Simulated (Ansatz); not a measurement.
Starting cell, MgF$_{2}$ (rutile):

```
MgF2
1.0
    9.39675     0.00000     0.00000
    4.69838     4.69838     0.00000
    0.00000     0.00000     3.09284
Mg F
4 8
Direct
  0.00000   0.00000   0.00000
  0.50000   0.00000   0.00000
  0.00000   0.50000   0.50000
  0.50000   0.50000   0.50000
  0.00000   0.30358   0.00000
  0.50000   0.30358   0.00000
  0.30358   0.19642   0.50000
  0.80358   0.19642   0.50000
  0.69642   0.80358   0.50000
  0.19642   0.80358   0.50000
  0.00000   0.69642   0.00000
  0.50000   0.69642   0.00000
```

The atoms are displaced by Q × the pattern below (from a DFPT mode at M = (0.5, 0.5, 0.0), largest move 1; Q in Å), at fixed cell. It is one choice among 2 degenerate patterns. (q is in reciprocal vectors of the primitive cell; the cell shown is doubled to hold the pattern.)

```csv
atom,x,y,z
Mg1,-0.717,-0.697,0.000
Mg2,0.717,0.697,0.000
Mg3,-0.041,-0.171,0.000
Mg4,0.041,0.171,0.000
F5,0.580,0.587,0.000
F6,-0.580,-0.587,0.000
F7,-0.093,0.014,0.000
F8,0.093,-0.014,0.000
F9,-0.093,0.014,0.000
F10,0.093,-0.014,0.000
F11,0.580,0.587,0.000
F12,-0.580,-0.587,0.000
```

Calculation: PBE (plane waves to 420 eV, PAW, scalar-relativistic; Ansatz, a program for electronic structure). k mesh 7×7×11 (Γ-centred), Fermi-Dirac smearing 0.05 eV. The energy includes the smearing's −TS. MgF2 was relaxed with its symmetry unable to fall. The zero of ΔE is the undisplaced structure.

Predict the ΔE (meV/cell) and −dE/dQ from forces (eV/Å) at Q (Å) = -0.150, -0.120, -0.060, -0.030, 0.150, 0.180.


| Q (Å) | ΔE (meV/cell) | −dE/dQ from forces (eV/Å) |
|---|---|---|
| -0.150 | 815 | 12.899 |
| -0.120 | 487 | 9.126 |
| -0.060 | 111 | 3.815 |
| -0.030 | 27 | 1.818 |
| 0.150 | 815 | -12.899 |
| 0.180 | 1273 | -17.799 |

(For displaced atoms, the force is minus the slope of the energy, and its curvature is a force constant, which sets phonon frequencies.)
